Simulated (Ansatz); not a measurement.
# GaSb: the cost of one run

Computed with Ansatz 0.2.0 (DFT PBE, scalar-relativistic, plane waves, PAW, unless a step's input says otherwise).

The COD entry's cell or inner coordinates are ideal or old and differ from later refinements, so a difference from it is no clean test against experiment.

## 1. Starting point

It takes space group F-43m (No. 216, cubic). The conventional cell has a = 6.118 Å, b = 6.118 Å, c = 6.118 Å, α = 90.00°, β = 90.00°, γ = 90.00°. Around Ga (site symmetry -43m) lie 4 Sb at 2.65 Å. Sb (site symmetry -43m) has 4 Ga at 2.65 Å as nearest neighbours.

Structure file:

```
CELL_PARAMETERS angstrom
0.00000 9.17700 9.17700
9.17700 0.00000 9.17700
9.17700 9.17700 0.00000
ATOMIC_POSITIONS crystal
Ga 0.00000 0.00000 0.00000
Ga 0.00000 0.00000 0.33333
Ga 0.00000 0.00000 0.66667
Ga 0.00000 0.33333 0.00000
Ga 0.00000 0.33333 0.33333
Ga 0.00000 0.33333 0.66667
Ga 0.00000 0.66667 0.00000
Ga 0.00000 0.66667 0.33333
Ga 0.00000 0.66667 0.66667
Ga 0.33333 0.00000 0.00000
Ga 0.33333 0.00000 0.33333
Ga 0.33333 0.00000 0.66667
Ga 0.33333 0.33333 0.00000
Ga 0.33333 0.33333 0.33333
Ga 0.33333 0.33333 0.66667
Ga 0.33333 0.66667 0.00000
Ga 0.33333 0.66667 0.33333
Ga 0.33333 0.66667 0.66667
Ga 0.66667 0.00000 0.00000
Ga 0.66667 0.00000 0.33333
Ga 0.66667 0.00000 0.66667
Ga 0.66667 0.33333 0.00000
Ga 0.66667 0.33333 0.33333
Ga 0.66667 0.33333 0.66667
Ga 0.66667 0.66667 0.00000
Ga 0.66667 0.66667 0.33333
Ga 0.66667 0.66667 0.66667
Sb 0.08333 0.08333 0.08333
Sb 0.08333 0.08333 0.41667
Sb 0.08333 0.08333 0.75000
Sb 0.08333 0.41667 0.08333
Sb 0.08333 0.41667 0.41667
Sb 0.08333 0.41667 0.75000
Sb 0.08333 0.75000 0.08333
Sb 0.08333 0.75000 0.41667
Sb 0.08333 0.75000 0.75000
Sb 0.41667 0.08333 0.08333
Sb 0.41667 0.08333 0.41667
Sb 0.41667 0.08333 0.75000
Sb 0.41667 0.41667 0.08333
Sb 0.41667 0.41667 0.41667
Sb 0.41667 0.41667 0.75000
Sb 0.41667 0.75000 0.08333
Sb 0.41667 0.75000 0.41667
Sb 0.41667 0.75000 0.75000
Sb 0.75000 0.08333 0.08333
Sb 0.75000 0.08333 0.41667
Sb 0.75000 0.08333 0.75000
Sb 0.75000 0.41667 0.08333
Sb 0.75000 0.41667 0.41667
Sb 0.75000 0.41667 0.75000
Sb 0.75000 0.75000 0.08333
Sb 0.75000 0.75000 0.41667
Sb 0.75000 0.75000 0.75000
```

The runs take a perfect supercell of 54 atoms; the defect goes to fractional position (0.083, 0.083, 0.083).

## 2. The perfect supercell

Input file input.yaml:

```yaml
crystal:
  lattice:
    - [0.0, 9.177, 9.177]
    - [9.177, 0.0, 9.177]
    - [9.177, 9.177, 0.0]
  atoms:
    - { symbol: Ga, position: [0.0, 0.0, 0.0] }
    - { symbol: Ga, position: [0.0, 0.0, 0.333333] }
    - { symbol: Ga, position: [0.0, 0.0, 0.666667] }
    - { symbol: Ga, position: [0.0, 0.333333, 0.0] }
    - { symbol: Ga, position: [0.0, 0.333333, 0.333333] }
    - { symbol: Ga, position: [0.0, 0.333333, 0.666667] }
    - { symbol: Ga, position: [0.0, 0.666667, 0.0] }
    - { symbol: Ga, position: [0.0, 0.666667, 0.333333] }
    - { symbol: Ga, position: [0.0, 0.666667, 0.666667] }
    - { symbol: Ga, position: [0.333333, 0.0, 0.0] }
    - { symbol: Ga, position: [0.333333, 0.0, 0.333333] }
    - { symbol: Ga, position: [0.333333, 0.0, 0.666667] }
    - { symbol: Ga, position: [0.333333, 0.333333, 0.0] }
    - { symbol: Ga, position: [0.333333, 0.333333, 0.333333] }
    - { symbol: Ga, position: [0.333333, 0.333333, 0.666667] }
    - { symbol: Ga, position: [0.333333, 0.666667, 0.0] }
    - { symbol: Ga, position: [0.333333, 0.666667, 0.333333] }
    - { symbol: Ga, position: [0.333333, 0.666667, 0.666667] }
    - { symbol: Ga, position: [0.666667, 0.0, 0.0] }
    - { symbol: Ga, position: [0.666667, 0.0, 0.333333] }
    - { symbol: Ga, position: [0.666667, 0.0, 0.666667] }
    - { symbol: Ga, position: [0.666667, 0.333333, 0.0] }
    - { symbol: Ga, position: [0.666667, 0.333333, 0.333333] }
    - { symbol: Ga, position: [0.666667, 0.333333, 0.666667] }
    - { symbol: Ga, position: [0.666667, 0.666667, 0.0] }
    - { symbol: Ga, position: [0.666667, 0.666667, 0.333333] }
    - { symbol: Ga, position: [0.666667, 0.666667, 0.666667] }
    - { symbol: Sb, position: [0.083333, 0.083333, 0.083333] }
    - { symbol: Sb, position: [0.083333, 0.083333, 0.416667] }
    - { symbol: Sb, position: [0.083333, 0.083333, 0.75] }
    - { symbol: Sb, position: [0.083333, 0.416667, 0.083333] }
    - { symbol: Sb, position: [0.083333, 0.416667, 0.416667] }
    - { symbol: Sb, position: [0.083333, 0.416667, 0.75] }
    - { symbol: Sb, position: [0.083333, 0.75, 0.083333] }
    - { symbol: Sb, position: [0.083333, 0.75, 0.416667] }
    - { symbol: Sb, position: [0.083333, 0.75, 0.75] }
    - { symbol: Sb, position: [0.416667, 0.083333, 0.083333] }
    - { symbol: Sb, position: [0.416667, 0.083333, 0.416667] }
    - { symbol: Sb, position: [0.416667, 0.083333, 0.75] }
    - { symbol: Sb, position: [0.416667, 0.416667, 0.083333] }
    - { symbol: Sb, position: [0.416667, 0.416667, 0.416667] }
    - { symbol: Sb, position: [0.416667, 0.416667, 0.75] }
    - { symbol: Sb, position: [0.416667, 0.75, 0.083333] }
    - { symbol: Sb, position: [0.416667, 0.75, 0.416667] }
    - { symbol: Sb, position: [0.416667, 0.75, 0.75] }
    - { symbol: Sb, position: [0.75, 0.083333, 0.083333] }
    - { symbol: Sb, position: [0.75, 0.083333, 0.416667] }
    - { symbol: Sb, position: [0.75, 0.083333, 0.75] }
    - { symbol: Sb, position: [0.75, 0.416667, 0.083333] }
    - { symbol: Sb, position: [0.75, 0.416667, 0.416667] }
    - { symbol: Sb, position: [0.75, 0.416667, 0.75] }
    - { symbol: Sb, position: [0.75, 0.75, 0.083333] }
    - { symbol: Sb, position: [0.75, 0.75, 0.416667] }
    - { symbol: Sb, position: [0.75, 0.75, 0.75] }
basis:
  ecutwfc: 420
  fft_grid_basis: typed
kpoints:
  mp_grid: { grid: [1, 1, 1] }
hamiltonian:
  xc: pbe
  pseudopotentials: { kind: paw }
scf:
  occupations: { method: gaussian, width: 0.05 }
output:
  forces: true
  stress: false
  eigenvalues: true
  bader: false
  write_density: true
  volumetric_format: npy
```

Started as:

```console
$ ansatz run input.yaml --threads 8 --pin off --max-ram 16384MiB --backend cpu --events-out ev --progress --plain --runs-dir out
```

What time and memory should one allow on 8 threads of Arm Neoverse N1, shared host?

About 15 s, with a peak of 2.2 GiB.
